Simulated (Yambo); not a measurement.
# PbS (Galena) (Fm-3m) in Yambo: further runs, part 3 of 3

Yambo 5.3.0.

**6. Hartree-Fock levels, PBEsol**

The input, hf1.in:

```
rim_cut
HF_and_locXC
RandQpts= 1000000
RandGvec= 50 RL
EXXRLvcs= 56 Ry
VXCRLvcs= 56 Ry
% QPkrange
 1 | 8 | 8 | 14 |
%
```

The input, scf.in:

```
&CONTROL
  calculation = 'scf'
  prefix = 'pwscf'
  outdir = './tmp'
  pseudo_dir = './pseudo'
/
&SYSTEM
  ibrav = 0
  nat = 2
  ntyp = 2
  ecutwfc = 56
  nbnd = 16
  occupations = 'smearing'
  smearing = 'fd'
  degauss = 0.00367493
  force_symmorphic = .true.
/
&ELECTRONS
  conv_thr = 4d-10
  electron_maxstep = 120
  mixing_beta = 0.5
/
ATOMIC_SPECIES
Pb   207.2000 Pb.upf
S     32.0600 S.upf
CELL_PARAMETERS angstrom
   0.0000000000    2.9657500000    2.9657500000
   2.9657500000    0.0000000000    2.9657500000
   2.9657500000    2.9657500000    0.0000000000
ATOMIC_POSITIONS crystal
Pb     0.0000000000    0.0000000000    0.0000000000
S      0.5000000000    0.5000000000    0.5000000000
K_POINTS automatic
8 8 8 0 0 0
```

The input, nscf.in:

```
&CONTROL
  calculation = 'nscf'
  prefix = 'pwscf'
  outdir = './tmp'
  pseudo_dir = './pseudo'
/
&SYSTEM
  ibrav = 0
  nat = 2
  ntyp = 2
  ecutwfc = 56
  nbnd = 110
  occupations = 'fixed'
  force_symmorphic = .true.
/
&ELECTRONS
  conv_thr = 1d-08
  diago_full_acc = .true.
  diago_thr_init = 1d-06
/
ATOMIC_SPECIES
Pb   207.2000 Pb.upf
S     32.0600 S.upf
CELL_PARAMETERS angstrom
   0.0000000000    2.9657500000    2.9657500000
   2.9657500000    0.0000000000    2.9657500000
   2.9657500000    2.9657500000    0.0000000000
ATOMIC_POSITIONS crystal
Pb     0.0000000000    0.0000000000    0.0000000000
S      0.5000000000    0.5000000000    0.5000000000
K_POINTS automatic
4 4 4 0 0 0
```

Potentials or basis: PseudoDojo 0.4.1 SR PBEsol standard.

Launch:

```sh
OMP_NUM_THREADS=1 pw.x -in scf.in > scf.out
OMP_NUM_THREADS=1 pw.x -in nscf.in > nscf.out
cd tmp/pwscf.save; p2y; mv SAVE ../..; cd ../..
OMP_NUM_THREADS=1 yambo
mkdir -p hf1; ln -s $PWD/g0w00/ndb.RIM hf1/
OMP_NUM_THREADS=1 yambo -F hf1.in -J hf1 -C hf1_out
```

Yambo's report:

```text
[... sections 02.01 to 02.04 as in the set-up run ...]

  [02.05] Energies & Occupations
  ==============================

  [X] === General ===
  [X] Electronic Temperature                        :  0.000000  0.000000 [eV K]
  [X] Bosonic    Temperature                        :  0.000000  0.000000 [eV K]
  [X] Finite Temperature mode                       : no
  [X] El. density                                   :  0.38335E+24 [cm-3]
  [X] Fermi Level                                   :  8.569223 [eV]

  [X] === Gaps and Widths ===
  [X] Conduction Band Min                           :  0.260918 [eV]
  [X] Valence Band Max                              :  0.000000 [eV]
  [X] Filled Bands                                  :  10
  [X] Empty Bands                                   :   11  110
  [X] Direct Gap                                    :  0.260918 [eV]
  [X] Direct Gap localized at k                     :  3
  [X] Indirect Gap                                  :  0.260918 [eV]
[... 75 lines left out ...]
 <14|nlXC|14> = -4.332624 -0.12236E-17 <14|lXC|14> = -9.415815  0.47204E-16
[... 55 lines left out ...]
  Corrections @ K [8] :  [eV]
 <8|nlXC|8> = -14.86462  0.20015E-16 <8|lXC|8> = -10.91791 -0.47204E-16
 <9|nlXC|9> = -14.86462 -0.75672E-17 <9|lXC|9> = -10.91791  0.000000
 <10|nlXC|10> = -15.31269 -0.98680E-17 <10|lXC|10> = -13.19161 -0.47204E-16
 <11|nlXC|11> = -7.622688  0.42456E-17 <11|lXC|11> = -10.63581 -0.44992E-16
 <12|nlXC|12> = -6.675684  0.42088E-18 <12|lXC|12> = -10.98904 -0.47204E-16
 <13|nlXC|13> = -6.675673 -0.35613E-19 <13|lXC|13> = -10.98904  0.94408E-16
 <14|nlXC|14> = -5.235721  0.16423E-17 <14|lXC|14> = -10.28653  0.38353E-16

  [05.01] Hartree-Fock occupations report
  =======================================

  [Hartree-Fock] === General ===
  [Hartree-Fock] Electronic Temperature             :  0.000000  0.000000 [eV K]
  [Hartree-Fock] Bosonic    Temperature             :  0.000000  0.000000 [eV K]
  [Hartree-Fock] Finite Temperature mode            : no
  [Hartree-Fock] El. density                        :  0.38335E+24 [cm-3]
  [Hartree-Fock] Fermi Level                        :  8.569223 [eV]

  [Hartree-Fock] === Gaps and Widths ===
  [Hartree-Fock] Conduction Band Min                :  3.021620 [eV]
  [Hartree-Fock] Valence Band Max                   : -1.400135 [eV]
  [Hartree-Fock] Filled Bands                       :  10
  [Hartree-Fock] Empty Bands                        :   11  110
  [Hartree-Fock] Direct Gap                         :  4.421754 [eV]
  [Hartree-Fock] Direct Gap localized at k          :  3
  [Hartree-Fock] Indirect Gap                       :  4.421754 [eV]
  [Hartree-Fock] Indirect Gap between kpts          :  3  3
  [Hartree-Fock] Last valence band width            :  5.646391 [eV]
  [Hartree-Fock] 1st conduction band width          :  6.087633 [eV]
```

Run time: 42 s. Hardware: 1 thread of Arm Neoverse V2, shared host; peak memory 0.25 GiB.

What came out:

| Property | Result |
| --- | --- |
| Band gap on the k mesh, mean-field level | 0.26 eV, direct |
| Quasiparticle gap | 4.42 eV |
| Least direct quasiparticle gap | 4.42 eV |
| Quasiparticle gap at Γ | 14.37 eV |
| Band gap of the same states before the correction | 0.26 eV |

Quasiparticle terms (eV):
```
               k point  band  Kohn-Sham level     Vxc      Σx  Σc  Z  result
 (0.000, 0.000, 0.000)     8            -2.16  -12.48  -15.58   -  -   -5.26
 (0.000, 0.000, 0.000)     9            -2.16  -12.48  -15.58   -  -   -5.26
 (0.000, 0.000, 0.000)    10            -2.16  -12.48  -15.58   -  -   -5.26
 (0.000, 0.000, 0.000)    11             5.16  -11.34   -7.39   -  -    9.11
 (0.000, 0.000, 0.000)    12             5.16  -11.34   -7.39   -  -    9.11
 (0.000, 0.000, 0.000)    13             5.16  -11.34   -7.39   -  -    9.11
 (0.000, 0.000, 0.000)    14             6.62   -9.42   -4.33   -  -   11.70
 (0.000, 0.000, 0.250)     8            -2.00  -12.57  -15.45   -  -   -4.88
 (0.000, 0.000, 0.250)     9            -2.00  -12.57  -15.45   -  -   -4.88
 (0.000, 0.000, 0.250)    10            -1.18  -12.70  -14.57   -  -   -3.04
 (0.000, 0.000, 0.250)    11             2.28  -10.58   -7.45   -  -    5.42
 (0.000, 0.000, 0.250)    12             3.15  -10.82   -7.46   -  -    6.51
 (0.000, 0.000, 0.250)    13             3.15  -10.82   -7.46   -  -    6.51
 (0.000, 0.000, 0.250)    14             6.74   -8.67   -3.86   -  -   11.55
(0.000, 0.000, -0.500)     8            -1.77  -12.78  -15.47   -  -   -4.45
(0.000, 0.000, -0.500)     9            -1.77  -12.78  -15.47   -  -   -4.45
(0.000, 0.000, -0.500)    10             0.00  -13.52  -14.92   -  -   -1.40
(0.000, 0.000, -0.500)    11             0.26   -9.67   -6.91   -  -    3.02
(0.000, 0.000, -0.500)    12             1.89  -10.47   -7.59   -  -    4.78
(0.000, 0.000, -0.500)    13             1.89  -10.47   -7.59   -  -    4.78
```

Caveat: the k mesh is coarse (spacing up to 0.46 Å⁻¹), so the values aren't converged; the potentials hold a filled d shell without the s and p states of that shell, which can shift GW gaps by tenths of an eV, either way; spin-orbit coupling is left out, which as a rule narrows the gap of such compounds by several tenths of an eV.

**7. The runs side by side**

```csv
task,k mesh,k mesh of the self-consistent run,direction of the field or of q to 0,broadening,kernel,top of the energy range,other keys,mesh quality,gap on the mesh (eV)
optical spectrum,18 × 18 × 18,18 × 18 × 18,x + y + z,0.3 eV,Hartree (RPA with local fields),10 eV,-,not flagged,0.26
optical spectrum,18 × 18 × 18,18 × 18 × 18,y,0.1 eV,long-range correction,20 eV,"several, not listed",not flagged,0.26
optical spectrum,18 × 18 × 18,18 × 18 × 18,z,0.2 eV,none (independent particles),30 eV,"several, not listed",not flagged,0.26
G0W0 quasiparticle levels,4 × 4 × 4,8 × 8 × 8,x + y + z,0.1 eV,-,-,-,coarse,-
Hartree-Fock levels,4 × 4 × 4,8 × 8 × 8,-,-,-,-,-,coarse,-
```

Alike in all rows: level PBEsol; potentials or basis PseudoDojo 0.4.1 SR PBEsol standard; no spin polarisation; cell as given; cutoff (eV) 762; smearing fixed.

Caveats: some runs use coarse meshes; spin-orbit coupling is left out, which as a rule narrows the gap of such compounds by several tenths of an eV; independent-particle spectra lack excitons (some runs); the potentials hold a filled d shell without the s and p states of that shell, which can shift GW gaps by tenths of an eV, either way (some runs); these spectra lack excitons (some runs); the long-range kernel's strength is typed, not fitted to the crystal's screening (some runs); this version prints the column dSc/dw multiplied by 27.2 (some runs); the terminator is approximate in this version, by hundredths of an eV (some runs).

Total energies depend on the potentials used, so only differences within one code and one set of settings carry meaning.
